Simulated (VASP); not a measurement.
Set up this calculation in VASP 6.6.1, as the native input.

```
Task                   : relaxation of cell and atoms
Functional             : RPBE
Dispersion             : D3
Potentials or basis    : VASP PAW PBE potentials, release 64 (C)
Cutoff                 : 600 eV
k mesh                 : 12 × 12 × 4
Occupations            : fermi-dirac, width 0.05 eV
Spin                   : no spin polarisation
Further INCAR settings : ALGO = Normal; EDIFF = 1e-07; IBRION = 2; EDIFFG = -0.02; NSW = 60; ISIF = 3
```

The structure of C lies in POSCAR:

```
C
1.0
    2.5221000000      0.0000000000      0.0000000000
   -1.2610500000      2.1842026709      0.0000000000
    0.0000000000      0.0000000000      8.2371000000
C
8
Direct
    0.6666666667      0.3333333333      0.8437500000
    0.3333333333      0.6666666667      0.3437500000
    0.6666666667      0.3333333333      0.6562500000
    0.3333333333      0.6666666667      0.1562500000
    0.0000000000      0.0000000000      0.9062500000
    0.0000000000      0.0000000000      0.4062500000
    0.0000000000      0.0000000000      0.5937500000
    0.0000000000      0.0000000000      0.0937500000
```

This is a hexagonal form of diamond, not graphite.

These files were run (other wordings do the same):

INCAR

```
SYSTEM = C
PREC = Accurate ; ENCUT = 600
EDIFF = 1E-7 ; ISMEAR = -1
SIGMA = 0.05 ; LREAL = .FALSE.
LASPH = .TRUE. ; NELM = 60
ALGO = Normal ; ISIF = 3
LWAVE = .FALSE. ; LCHARG = .FALSE.
GGA = RP ; IVDW = 11
IBRION = 2 ; NSW = 60
EDIFFG = -0.02
```

KPOINTS

```
Automatic mesh
0
G
  12 12 4
  0 0 0
```

Potentials or basis: VASP PAW PBE potentials, release 64 (C).

Command:

```console
$ cat potpaw_PBE.64/C/POTCAR > POTCAR
$ mpirun -np 1 vasp_std > vasp.out
```

Results of the run:

| Quantity | Value |
| --- | --- |
| Relaxed volume | 5.72 Å³/atom |
| Relaxed cell | a = 2.522 Å, b = 2.522 Å, c = 8.315 Å, α = 90.00°, β = 90.00°, γ = 120.00° |
| Space group after relaxing (to 0.05 Å) | P6_3/mmc (No. 194) |
| Energy gained by relaxing | 2.9 meV/atom |
| Ionic steps | 6 |
| Pressure after relaxing | 0.0 GPa |
| Largest force after relaxing | 0.005 eV/Å |
| Band gap on the k mesh | 4.52 eV, indirect (least direct gap 5.28 eV) |
| Dispersion energy per atom | -0.213 eV |

Caveat: the PAW data sets were made with another functional, which shifts forces and pressure a little.

It took 5.6 min on 1 thread of AMD EPYC 7R43 64-Core Processor (Zen 3), with other jobs on the host, peak memory 0.18 GiB.
